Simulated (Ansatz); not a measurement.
Al:

```
Al
1.0
     2.82708    0.00000    0.00000
    -1.41354    2.44832    0.00000
     0.00000    0.00000    9.18599
Al
4
Direct
  0.66667 0.33333 0.75000
  0.00000 0.00000 0.50000
  0.33333 0.66667 0.25000
  0.00000 0.00000 0.00000
```

This isn't the form of Al at room conditions, which is fcc.

```yaml
Program: Ansatz 0.2.0
Task: single point
Functional: PBEsol
Potentials_or_basis: all-electron LAPW, scalar-relativistic
Cutoff: 137 eV (chosen from the basis error)
Basis_error_allowed: 0.001 eV/atom
k_mesh: 11 × 11 × 3
Occupations: fermi-dirac, width 0.05 eV
Spin: no spin polarisation
```

On this cell: pressure 2.0 GPa; largest force under 0.003 eV/Å; band gap on the k mesh none (metal or under the smearing width).

The same run follows on a disturbed copy (atoms moved at random, drawn with an rms of 0.05 Å):

```xyz
4
Lattice="2.8271 0.0000 0.0000 -1.4135 2.4483 0.0000 0.0000 0.0000 9.1860" Properties=species:S:1:pos:R:3 pbc="T T T"
Al    1.3915    0.7788    6.9237
Al   -0.0143   -0.0085    4.5397
Al    0.0214    1.6586    2.2780
Al   -0.0160   -0.0003   -0.0067
```

**Question.** What does the disturbed cell give?

**Answer.** The energy (extrapolated to zero smearing) moves by +4.1 meV/atom; pressure 2.1 GPa; largest force 0.329 eV/Å; band gap on the k mesh none (metal or under the smearing width).

Forces on the atoms (eV/Å):
```
Al   0.012  0.044 -0.326
Al   0.023  0.010  0.305
Al  -0.056 -0.049 -0.031
Al   0.020 -0.006  0.051
```

Stress tensor (GPa, compression positive):
```
 1.43  0.03  0.00
 0.03  1.35 -0.03
 0.00 -0.03  3.52
```
